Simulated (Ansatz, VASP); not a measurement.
This is a calculation of GaN for Ansatz 0.2.0.

File input.yaml:

```yaml
crystal:
  lattice:
    - [0.0, 2.2535006075, 2.2535006075]
    - [2.2535006075, 0.0, 2.2535006075]
    - [2.2535006075, 2.2535006075, 0.0]
  atoms:
    - { symbol: Ga, position: [0.0, 0.0, 0.0] }
    - { symbol: "N", position: [0.25, 0.25, 0.25] }
kpoints:
  mp_grid: { grid: [10, 10, 10] }
scf:
  occupations: { method: fermi_dirac, width: 0.05 }
hamiltonian:
  xc: pbesol
  pseudopotentials: { kind: all_electron, lapw: { basis_error: 0.001 } }
output:
  forces: true
  stress: true
  eigenvalues: true
  populations: true
```

Potentials or basis: all-electron LAPW, scalar-relativistic.

Run with:

```bash
$ ansatz run input.yaml --threads 1 --pin off --max-ram 3072MiB --backend cpu --events-out ev --progress --plain --runs-dir out
```

Question: Set up the same calculation for VASP 6.6.1. Potentials there: VASP PAW PBE potentials, release 64 (Ga_d, N).

Answer: As run (the cutoff follows the program's own potentials):

File INCAR:

```
SYSTEM = GaN
PREC = Accurate
ENCUT = 520
EDIFF = 1E-6
ISMEAR = -1
SIGMA = 0.05
LREAL = .False.
LASPH = .True.
NELM = 80
ALGO = Normal
ISIF = 2
LWAVE = .False.
LCHARG = .False.
GGA = PS
NBANDS = 16
```

File KPOINTS:

```
regular mesh
0
Gamma
  10 10 10
  0 0 0
```

Contents of POSCAR:

```
GaN
1.0
    0.0000000000      2.2535006075      2.2535006075
    2.2535006075      0.0000000000      2.2535006075
    2.2535006075      2.2535006075      0.0000000000
Ga N
1 1
Direct
    0.0000000000      0.0000000000      0.0000000000
    0.2500000000      0.2500000000      0.2500000000
```

Potentials or basis: VASP PAW PBE potentials, release 64 (Ga_d, N).

Run with:

```console
$ cat potpaw_PBE.64/Ga_d/POTCAR potpaw_PBE.64/N/POTCAR > POTCAR
$ mpirun -np 1 vasp_std > vasp.out
```

Both were run:

|  | VASP | Ansatz | Ansatz less VASP |
| --- | --- | --- | --- |
| gap on the k mesh at the Fermi level (eV) | 1.68 | 1.68 | -0.003 |
| least direct gap on the mesh (eV) | 1.68 | 1.68 | -0.003 |
| pressure (GPa) | -1.3 | -1.1 | +0.19 |

Ansatz ran all-electron here, so the differences hold the error of VASP's frozen core and of both bases.

Caveats: the PAW data sets were made with another functional, which shifts forces and pressure a little (VASP).
